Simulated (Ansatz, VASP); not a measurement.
# TaN: VASP beside Ansatz

File INCAR:

```
PREC     = Accurate       # precision mode
ENCUT    = 520            # plane-wave cutoff, eV
EDIFF    = 1E-7           # SCF threshold, eV
ISMEAR   = 0              # smearing method
SIGMA    = 0.05           # smearing width, eV
LREAL    = F              # projectors in reciprocal space
LASPH    = T              # aspherical terms in the spheres
NELM     = 150            # most SCF steps
ALGO     = Normal         # electronic algorithm
ISIF     = 2              # what is computed and relaxed
LWAVE    = F              # write WAVECAR
LCHARG   = T              # write CHGCAR
ISPIN    = 2              # spin polarisation
MAGMOM   = 2 2 0 0        # initial moments
LORBIT   = 11             # projections on sites
LMAXMIX  = 4              # l up to which the mixer works
LDAU     = T              # DFT+U
LDAUTYPE = 2            
LDAUL    = 2 -1           # shell
LDAUU    = 6 0            # U, eV
LDAUJ    = 0 0          
LDAUPRINT= 1            
GGA      = PS             # functional
LELF     = T              # ELF
LVHAR    = T            
NBANDS   = 28             # bands
```

File KPOINTS:

```
Automatic mesh
0
Gamma
  7 7 4
```

POSCAR

```
TaN
1.0
    2.9380011100      0.0000000000      0.0000000000
   -1.4690005500      2.5443836000      0.0000000000
    0.0000000000      0.0000000000      5.7660044200
Ta N
2 2
Direct
    0.3333333333      0.6666666667      0.2500000000
    0.3333333333      0.6666666667      0.7500000000
    0.0000000000      0.0000000000      0.0000000000
    0.0000000000      0.0000000000      0.5000000000
```

Input for Ansatz:

```yaml
crystal:
  lattice:
    - [2.93800111, 0.0, 0.0]
    - [-1.46900055, 2.5443836, 0.0]
    - [0.0, 0.0, 5.76600442]
  atoms:
    - { symbol: Ta, position: [0.3333333333, 0.6666666667, 0.25], spin: 2.0 }
    - { symbol: "N", position: [0.0, 0.0, 0.0] }
    - { symbol: Ta, position: [0.3333333333, 0.6666666667, 0.75], spin: 2.0 }
    - { symbol: "N", position: [0.0, 0.0, 0.5] }
basis:
  ecutwfc: 420
  ecutrho_ratio: 4
kpoints:
  mp_grid: { grid: [7, 7, 4] }
hamiltonian:
  xc: pbesol
  hubbard:
    sites: [{ site: 0, l: d, u_eff: 6.0 }, { site: 2, l: d, u_eff: 6.0 }]
scf:
  occupations: { method: gaussian, width: 0.05 }
  lower_state_search: "off"
  max_iter: 150
output:
  forces: true
  stress: true
  eigenvalues: true
  populations: true
  hubbard: { sites: [{ site: 0, l: d }, { site: 2, l: d }] }
magnetization:
  spin_polarized: true
```

Alike in both runs: task single point; functional PBEsol; k mesh 7 × 7 × 4; occupations gaussian, width 0.05 eV; collinear spin; Hubbard terms Ta d U = 6.0 eV.

|  | VASP | Ansatz |
| --- | --- | --- |
| version | VASP 6.6.1 | Ansatz 0.2.0 |
| potentials or method | VASP PAW PBE potentials, release 64 (Ta_pv, N) | scalar-relativistic, plane waves, PAW |
| plane-wave cutoff (eV) | 520 | 420 |
| valence electrons in the cell | 32 | 36 |

VASP gave:

| Property | Result |
| --- | --- |
| gap on the k mesh at the Fermi level (eV) | none |
| pressure (GPa) | 16.0 |
| largest component of the traceless stress (GPa) | 1.34 |
| net moment per atom (μB) | 0.00 |

Problem. What did Ansatz give for the same quantities?

Solution. gap on the k mesh at the Fermi level (eV): none; pressure (GPa): 1.1; largest component of the traceless stress (GPa): 2.61; net moment per atom (μB): 0.00.

The programs project onto different local orbitals, so the same U acts differently. A gap of «none» marks a metal or a gap that the smearing closes. The two sets of potentials don't hold the same shells in valence. Ansatz warned: «filled_band_counts_differ_across_k_points».

Caveats: the PAW data sets were made with another functional, which shifts forces and pressure a little (VASP). The state reached can hang on the start; a lower one may exist. Spin-orbit coupling is left out, which matters for the levels of Ta.
